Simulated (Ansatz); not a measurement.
# What AlN (model cell, started as CsCl type) distorts into, part 2 of 3

Aim: this structure of AlN (model cell, started as CsCl type) is to be tested for unstable modes, and one is followed downhill.

Ansatz 0.2.0; DFT LDA, scalar-relativistic, plane waves, PAW; PAW set soft_1.

So far, highest frequency on the path or at a solved wavevector (cm⁻¹): step 2 (phonons on a q mesh) 593. Also lowest frequency on the path (cm⁻¹): step 2 -1120.

The structure was built from a prototype and need not be the compound's stable phase.

### Step 5. Energy along the mode, all amplitudes (two of the runs are shown above)

An imaginary frequency means negative curvature, so the energy should fall and then rise again as anharmonic terms take over.

Numbers from this step:

```
depth at the lowest point sampled  : 668.1 meV/atom
largest atomic shift at that point : 0.6 Å
```

Energy from the parent against largest atomic shift:

```csv
largest atomic shift (Å),energy from the parent (meV/atom)
0.000,0
0.040,-23.2
0.080,-73.2
0.140,-166
0.220,-296
0.320,-444
0.450,-587
0.600,-668
```

Displacement at unit largest shift by atom:

```csv
atom,x (Å),y (Å),z (Å),size
Al1,0.00,0.00,0.00,0.00
Al2,0.00,0.00,0.00,0.00
N3,-1.00,0.00,0.00,1.00
N4,1.00,0.00,0.00,1.00
```

The lowest of the steps tried is the last one, at 0.6 Å, 668 meV/atom below the parent; the bottom of the well need not coincide with a step.

### Step 6. Relaxing from the distorted cell

Starting from the lowest point found, all atoms and the cell are let go, so that strain and other modes of the same symmetry can join in.

Contents of input.yaml:

```yaml
crystal:
  lattice:
    - [-2.569778269, 0.0, 0.0]
    - [0.0, -2.569778269, -2.569778269]
    - [0.0, -2.569778269, 2.569778269]
  atoms:
    - { symbol: Al, position: [0.0, 0.5, 0.5] }
    - { symbol: Al, position: [0.0, 0.0, 0.0] }
    - { symbol: "N", position: [0.7334831792, 0.0, 0.5] }
    - { symbol: "N", position: [0.2665168208, 0.5, 0.0] }
kpoints:
  mp_grid: { grid: [16, 12, 12] }
hamiltonian:
  xc: lda
  pseudopotentials: { kind: paw, azcp: { folder: soft_1 }, xc_functional: pbe }
scf:
  occupations: { method: methfessel_paxton, width: 0.2 }
output:
  forces: true
  stress: true
  eigenvalues: true
relax:
  adjacent_minimum: "off"
  f_tol: 0.002
  max_steps: 120
  cell: { stress_tol: 0.03 }
```

Launch:

```bash
ansatz run input.yaml --threads 4 --pin off --max-ram 10240MiB --backend cpu --events-out ev --progress --plain --runs-dir out
```

Numbers of over 12 decimals in the logs are rounded to 6 here.

The program printed:

```text
[...]
Crystal: 4 atoms, lattice volume = 33.940 Å³
Basis set: ecut = 420 eV, 657 PW (Γ)
Bands: 12, of which v1, the nominal top of the filled ones, is band 8 counted from 1 (7 counted from 0)
Symmetry: 16 space group operations
[...]
k-points: 252 of 2304
[...]
SCF iter   1: F=—  HF=-1777.910446 eV  |F-HF|=—  |Δ(HF+E_count)|=         —  Δρ=1.32e-1  dr2=7.07e0  ethr=3.10e-3  ⟨swp⟩=5.1  Hψ=17887  notcnv=0
[...]
SCF iter   6: F=-1775.561116 eV  HF=-1775.561116 eV  |F-HF|=6.36e-8  |Δ(HF+E_count)|=   1.32e-6  S|Δr|=    0.00e0  Δρ=1.42e-5  dr2=8.05e-8  ethr=6.25e-10  ⟨swp⟩=3.1  Hψ=13136  notcnv=0
SCF 1 converged in 6 iterations: F = -1775.561116 eV  dr2 = 8.05e-8
[...]
relax step   1: F+E_penalty+E_count = -1775.56111551 eV  Δ(F+E_penalty+E_count) = +0.000e0 eV  max|allowed force component| = 4.585e-1 eV/Å  Δτ_max = 0.0000 Å  P = +10.689 GPa  Ω = 33.940 Å³  (6 SCF iters, dr2 threshold 1.00e-7 eV, accepted)
Crystal: 4 atoms, lattice volume = 34.967 Å³
Basis set: ecut = 420 eV, 705 PW (Γ)
[...]
SCF iter   5: F=-1776.182313 eV  HF=-1776.182313 eV  |F-HF|=4.73e-9  |Δ(HF+E_count)|=   1.41e-7  S|Δr|=    0.00e0  Δρ=7.86e-6  dr2=1.15e-8  ethr=2.49e-9  ⟨swp⟩=2.3  Hψ=9192  notcnv=0
SCF 2 converged in 5 iterations: F = -1776.182313 eV  dr2 = 1.15e-8
[...]
relax step   2: F+E_penalty+E_count = -1776.18231316 eV  Δ(F+E_penalty+E_count) = -6.212e-1 eV  max|allowed force component| = 6.701e-1 eV/Å  Δτ_max = 0.0124 Å  P = +5.774 GPa  Ω = 34.967 Å³  energy of the carried Pulay correction = -2.667e-3 eV  (5 SCF iters, dr2 threshold 4.00e-7 eV, accepted)
Crystal: 4 atoms, lattice volume = 35.805 Å³
Basis set: ecut = 420 eV, 701 PW (Γ)
[...]
SCF iter   5: F=-1776.632660 eV  HF=-1776.632661 eV  |F-HF|=1.24e-8  |Δ(HF+E_count)|=   7.27e-8  S|Δr|=    0.00e0  Δρ=1.35e-5  dr2=3.13e-8  ethr=2.50e-9  ⟨swp⟩=5.0  Hψ=13728  notcnv=0
SCF 3 converged in 5 iterations: F = -1776.632660 eV  dr2 = 3.13e-8
[...]
relax step   3: F+E_penalty+E_count = -1776.63266050 eV  Δ(F+E_penalty+E_count) = -4.503e-1 eV  max|allowed force component| = 6.944e-1 eV/Å  Δτ_max = 0.0338 Å  P = +5.732 GPa  Ω = 35.805 Å³  energy of the carried Pulay correction = -4.787e-3 eV  (5 SCF iters, dr2 threshold 4.00e-7 eV, accepted)
[... from here on, the SCF cycles and remarks between the steps are left out ...]
relax step   4: F+E_penalty+E_count = -1776.92450865 eV  Δ(F+E_penalty+E_count) = -2.918e-1 eV  max|allowed force component| = 3.798e-1 eV/Å  Δτ_max = 0.0584 Å  P = +7.693 GPa  Ω = 36.830 Å³  energy of the carried Pulay correction = -7.312e-3 eV  (5 SCF iters, dr2 threshold 4.00e-7 eV, accepted)
relax step   5: F+E_penalty+E_count = -1777.06957090 eV  Δ(F+E_penalty+E_count) = -1.451e-1 eV  max|allowed force component| = 1.960e-2 eV/Å  Δτ_max = 0.0605 Å  P = +7.353 GPa  Ω = 38.320 Å³  energy of the carried Pulay correction = -1.085e-2 eV  (5 SCF iters, dr2 threshold 4.00e-7 eV, accepted)
relax step   6: F+E_penalty+E_count = -1777.11463601 eV  Δ(F+E_penalty+E_count) = -4.507e-2 eV  max|allowed force component| = 2.608e-2 eV/Å  Δτ_max = 0.0334 Å  P = +0.271 GPa  Ω = 40.533 Å³  energy of the carried Pulay correction = -1.586e-2 eV  (5 SCF iters, dr2 threshold 4.00e-7 eV, accepted)
relax step   7: F+E_penalty+E_count = -1777.11616936 eV  Δ(F+E_penalty+E_count) = -1.533e-3 eV  max|allowed force component| = 1.146e-2 eV/Å  Δτ_max = 0.0012 Å  P = +0.048 GPa  Ω = 40.470 Å³  energy of the carried Pulay correction = -1.572e-2 eV  (3 SCF iters, dr2 threshold 4.00e-7 eV, accepted)
relax step   8: F+E_penalty+E_count = -1777.11615885 eV  Δ(F+E_penalty+E_count) = +1.052e-5 eV  max|allowed force component| = 3.085e-4 eV/Å  Δτ_max = 0.0014 Å  P = +0.000 GPa  Ω = 40.491 Å³  energy of the carried Pulay correction = -1.576e-2 eV  (4 SCF iters, dr2 threshold 4.09e-8 eV, accepted)
relax step   9: F+E_penalty+E_count = -1777.27584993 eV  Δ(F+E_penalty+E_count) = -1.597e-1 eV  max|allowed force component| = 2.827e-3 eV/Å  Δτ_max = 0.0000 Å  P = +3.577 GPa  Ω = 40.491 Å³  stress off target by 8.48e0 GPa  SCF on the basis re-selected at this cell (its energy is not comparable with the rows above)  (7 SCF iters)
relax step  10: F+E_penalty+E_count = -1777.33204144 eV  Δ(F+E_penalty+E_count) = -5.619e-2 eV  max|allowed force component| = 5.968e-3 eV/Å  Δτ_max = 0.0240 Å  P = +1.667 GPa  Ω = 42.217 Å³  energy of the carried Pulay correction = -4.814e-3 eV  (5 SCF iters, dr2 threshold 4.00e-7 eV, accepted)
relax step  11: F+E_penalty+E_count = -1777.34649927 eV  Δ(F+E_penalty+E_count) = -1.446e-2 eV  max|allowed force component| = 1.935e-2 eV/Å  Δτ_max = 0.0241 Å  P = +0.467 GPa  Ω = 43.970 Å³  energy of the carried Pulay correction = -1.151e-2 eV  (5 SCF iters, dr2 threshold 4.00e-7 eV, accepted)
relax step  12: F+E_penalty+E_count = -1777.34424531 eV  Δ(F+E_penalty+E_count) = +2.254e-3 eV  max|allowed force component| = 7.561e-2 eV/Å  Δτ_max = 0.0013 Å  P = -0.887 GPa  Ω = 44.390 Å³  energy of the carried Pulay correction = -1.341e-2 eV  (4 SCF iters, dr2 threshold 4.00e-7 eV, rejected (line search))
relax step  13: F+E_penalty+E_count = -1777.34598808 eV  Δ(F+E_penalty+E_count) = +5.112e-4 eV  max|allowed force component| = 7.910e-4 eV/Å  Δτ_max = 0.0011 Å  P = +0.052 GPa  Ω = 44.158 Å³  energy of the carried Pulay correction = -1.234e-2 eV  (6 SCF iters, accepted)
relax step  14: F+E_penalty+E_count = -1777.34558389 eV  Δ(F+E_penalty+E_count) = +4.042e-4 eV  max|allowed force component| = 1.631e-4 eV/Å  Δτ_max = 0.0012 Å  P = -0.001 GPa  Ω = 44.256 Å³  energy of the carried Pulay correction = -1.280e-2 eV  (4 SCF iters, dr2 threshold 6.57e-8 eV, accepted)
relax step  15: F+E_penalty+E_count = -1777.36515258 eV  Δ(F+E_penalty+E_count) = -1.957e-2 eV  max|allowed force component| = 4.835e-4 eV/Å  Δτ_max = 0.0000 Å  P = +0.214 GPa  Ω = 44.256 Å³  stress off target by 7.98e-1 GPa  SCF on the basis re-selected at this cell (its energy is not comparable with the rows above)  (6 SCF iters)
relax step  16: F+E_penalty+E_count = -1777.36551314 eV  Δ(F+E_penalty+E_count) = -3.606e-4 eV  max|allowed force component| = 1.058e-3 eV/Å  Δτ_max = 0.0052 Å  P = +0.044 GPa  Ω = 44.706 Å³  energy of the carried Pulay correction = -9.819e-4 eV  (4 SCF iters, dr2 threshold 4.00e-7 eV, accepted)
relax step  17: F+E_penalty+E_count = -1777.36528495 eV  Δ(F+E_penalty+E_count) = +2.282e-4 eV  max|allowed force component| = 8.379e-4 eV/Å  Δτ_max = 0.0015 Å  P = +0.004 GPa  Ω = 44.843 Å³  energy of the carried Pulay correction = -1.296e-3 eV  (4 SCF iters, dr2 threshold 9.43e-8 eV, accepted)
relax step  18: F+E_penalty+E_count = -1777.36669868 eV  Δ(F+E_penalty+E_count) = -1.414e-3 eV  max|allowed force component| = 8.772e-4 eV/Å  Δτ_max = 0.0000 Å  P = +0.016 GPa  Ω = 44.843 Å³  stress off target by 7.48e-2 GPa  SCF on the basis re-selected at this cell (its energy is not comparable with the rows above)  (5 SCF iters)
relax step  19: F+E_penalty+E_count = -1777.36660925 eV  Δ(F+E_penalty+E_count) = +8.943e-5 eV  max|allowed force component| = 2.675e-5 eV/Å  Δτ_max = 0.0005 Å  P = +0.001 GPa  Ω = 44.892 Å³  energy of the carried Pulay correction = -1.020e-4 eV  (4 SCF iters, dr2 threshold 1.40e-8 eV, accepted)
[...]
SCF iter   4: F=-1777.366701 eV  HF=-1777.366701 eV  |F-HF|=1.36e-12  |Δ(HF+E_count)|=  7.71e-11  S|Δr|=    0.00e0  Δρ=4.75e-8  dr2=6.94e-13  ethr=1.00e-12  ⟨swp⟩=6.0  Hψ=13846  notcnv=0
SCF 20 converged in 4 iterations: F = -1777.366701 eV  dr2 = 6.94e-13
relax step  20: F+E_penalty+E_count = -1777.36670092 eV  Δ(F+E_penalty+E_count) = -9.167e-5 eV  max|allowed force component| = 5.245e-6 eV/Å  Δτ_max = 0.0000 Å  P = +0.002 GPa  Ω = 44.892 Å³  stress off target by 1.25e-2 GPa  SCF on the basis re-selected at this cell (its energy is not comparable with the rows above)  (4 SCF iters)
[...]
SCF converged after 4 iterations
[...]
Free energy (F): -1777.366701 eV
[...]
Internal energy: -1777.366701 eV  (E = F + TS)
E sigma→0 (E₀):  -1777.366701 eV
Fermi energy:    7.764294 eV
Step filling:    the computed levels leave a gap of 3.3779 eV = 16.9 smearing widths at the electron count; against every level under it full and every level over it empty, smearing changes F+E_penalty+E_count by +2.11e-32 meV and its σ→0 estimate by -7.38e-31 meV
[...]
--- Stress (GPa, compression-positive) ---
        0.012525       0.000000       0.000000
        0.000000      -0.003723      -0.000000
        0.000000      -0.000000      -0.003723
  P = ⅓ Tr σ = 0.0017 GPa (0.017 kbar)
--- Band table (eV; the first three rows and the last of 252) ---
  k-point 0: bands = [... 4 lower, 4.7735, 5.1184, 5.3673, 5.3673, 9.4364, 10.1211, 12.8005, 15.7492]
  k-point 1: bands = [... 4 lower, 4.7993, 5.1465, 5.1740, 5.2709, 9.6606, 10.2963, 12.7804, 15.6662]
  k-point 2: bands = [... 4 lower, 4.5412, 4.9453, 4.9969, 5.3098, 10.2009, 10.7803, 12.7269, 15.5421]
  k-point 251: bands = [... 4 lower, 3.7131, 3.7131, 3.8655, 3.8655, 11.9860, 11.9860, 15.5778, 15.5778]
--- Relaxed structure (16 steps of the walk, 15 accepted, 4 SCFs on fresh bases) ---
  F+E_penalty+E_count = -1777.36670092 eV   max|allowed force component| = 5.245e-6 eV/Å   (the final SCF, on the basis selected at the relaxed cell)
  cell:  # Å, volume = 44.8921 Å³
    - [-3.503679, 0, 0]
    - [0, -2.531091, -2.531091]
    - [0, -2.531091, 2.531091]
  atoms:
    - { symbol: Al, position: [2.1939057407931653e-18, 0.5, 0.5] }
    - { symbol: Al, position: [2.1939057407931657e-18, 0, 0] }
    - { symbol: N, position: [0.834092, 0.0, 0.5] }
    - { symbol: N, position: [0.165908, 0.5, 0.0] }
```

Wall time 40 s (4 threads of Arm Neoverse V1, shared host); peak memory 0.42 GiB.

Relaxation path:

```csv
step,energy less that of the first step (eV),largest force component (eV/Å),pressure (GPa),volume (Å³)
1,0.0000,0.4585,10.69,33.94
2,-0.6212,0.6701,5.77,34.97
3,-1.0715,0.6944,5.73,35.80
4,-1.3634,0.3798,7.69,36.83
5,-1.5085,0.0196,7.35,38.32
6,-1.5535,0.0261,0.27,40.53
7,-1.5551,0.0115,0.05,40.47
8,-1.5550,0.0003,0.00,40.49
9*,-1.7147,0.0028,3.58,40.49
10,-1.7709,0.0060,1.67,42.22
11,-1.7854,0.0194,0.47,43.97
12,-1.7831,0.0756,-0.89,44.39
13,-1.7849,0.0008,0.05,44.16
14,-1.7845,0.0002,0.00,44.26
15*,-1.8040,0.0005,0.21,44.26
16,-1.8044,0.0011,0.04,44.71
17,-1.8042,0.0008,0.00,44.84
18*,-1.8056,0.0009,0.02,44.84
19,-1.8055,0.0000,0.00,44.89
20*,-1.8056,0.0000,0.00,44.89
```

Relaxation steps marked * repeat the geometry before them on a plane-wave basis chosen anew for their cell, so energy and pressure can jump there. Relaxation step 12 was tried and not accepted.

The run keeps the 16 symmetry operations that it works with, so distortions that break them were not tested.

```csv
cell as run,before,after,change
a (Å),2.570,3.504,+36.3 %
b (Å),3.634,3.580,-1.5 %
c (Å),3.634,3.580,-1.5 %
volume (Å³/atom),8.49,11.22,+32.3 %
```

The atoms that moved most (Å, as changes of fractional coordinates times the final cell):

```csv
atom,dx,dy,dz,length
N3,-0.352,0.000,0.000,0.352
N4,0.352,0.000,0.000,0.352
```

Final coordinates:

```cif
data_structure
_symmetry_space_group_name_H-M 'P 1'
_symmetry_Int_Tables_number 1
_cell_length_a 3.5037
_cell_length_b 3.5795
_cell_length_c 3.5795
_cell_angle_alpha 90.000
_cell_angle_beta 90.000
_cell_angle_gamma 90.000
_cell_volume 44.89
loop_
_atom_site_label
_atom_site_type_symbol
_atom_site_fract_x
_atom_site_fract_y
_atom_site_fract_z
_atom_site_occupancy
Al1 Al 0.00000 0.50000 0.50000 1
Al2 Al 0.00000 0.00000 0.00000 1
N3 N 0.83409 0.00000 0.50000 1
N4 N 0.16591 0.50000 0.00000 1
```

This step gave:

* pressure: 0.001693 GPa
* gap on the k-mesh: 3.378 eV
* volume per atom: 11.22 Å³

The distorted start has space group P4/nmm; the relaxation ends in P4/nmm.

### Step 7. The new phase in its own primitive cell

The relaxed structure is symmetrised, reduced to its primitive cell and relaxed tightly, as its phonons need.

input.yaml, the sections that differ from step 6:

```yaml
crystal:
  lattice:
    - [3.5795036082, 0.0, 0.0]
    - [0.0, 3.5795036082, 0.0]
    - [0.0, 0.0, 3.5036788401]
  atoms:
    - { symbol: Al, position: [0.5, 0.5, 0.0] }
    - { symbol: Al, position: [0.0, 0.0, 0.0] }
    - { symbol: "N", position: [0.0, 0.5, 0.8340915006] }
    - { symbol: "N", position: [0.5, 0.0, 0.1659084994] }
kpoints:
  mp_grid: { grid: [6, 6, 6] }
scf:
  occupations: { method: fixed }
relax:
  adjacent_minimum: "off"
  f_tol: 0.001
  max_steps: 60
  cell: { stress_tol: 0.01 }
# hamiltonian, output: as in step 6
```

The program printed:

```text
[...]
Crystal: 4 atoms, lattice volume = 44.892 Å³
Basis set: ecut = 420 eV, 879 PW (Γ)
Bands: 12, of which v1, the nominal top of the filled ones, is band 8 counted from 1 (7 counted from 0)
Symmetry: 16 space group operations
[...]
k-points: 40 of 216
[...]
--- Relaxed structure (2 steps of the walk, 2 accepted, 1 SCFs on fresh bases) ---
[...]
cell:  # Å, volume = 44.9028 Å³
    - [3.579492, 0.0, 0.0]
    - [0.0, 3.579492, 0.0]
    - [0.0, 0.0, 3.504539]
  atoms:
    - { symbol: Al, position: [0.5, 0.5, 0.0] }
    - { symbol: Al, position: [0, 0.0, 0.0] }
    - { symbol: N, position: [0, 0.5, 0.834131] }
    - { symbol: N, position: [0.5, 0.0, 0.165869] }
[key lines of the parts left out:]
SCF converged after 4 iterations
Free energy (F): -1777.366686 eV
Fermi energy:    6.018058 eV
P = ⅓ Tr σ = -0.0028 GPa (-0.028 kbar)
```

Elapsed: 1.4 s, on 4 threads; peak memory 0.3 GiB; 4.6 s of CPU time.

Little changed from the start: no atom moved by 0.005 Å and no cell edge by 0.1 %.

A gap read on the k-mesh alone can miss the band edges.

Numbers from this step:

```yaml
pressure: -0.002791 GPa
gap_on_the_k_mesh: 3.415 eV
volume_per_atom: 11.23 Å³
direct_gap_on_mesh: 4.068 eV
```

The largest force component left is 0.28 meV/Å and the pressure is -0.003 GPa, within the tolerances set. The cell now holds 11.23 Å³/atom.

(Continued in part 3 of 3.)

[Logs are printed without paths, hosts, clocks, repeated set-up lines and the standing remarks that a program may print on its own settings, such as how far it seeks lower states.]

[Hosts, paths, dates, database ids (printed as entryN), source tags and the programs' standing remarks are cut or masked in the printed files.]
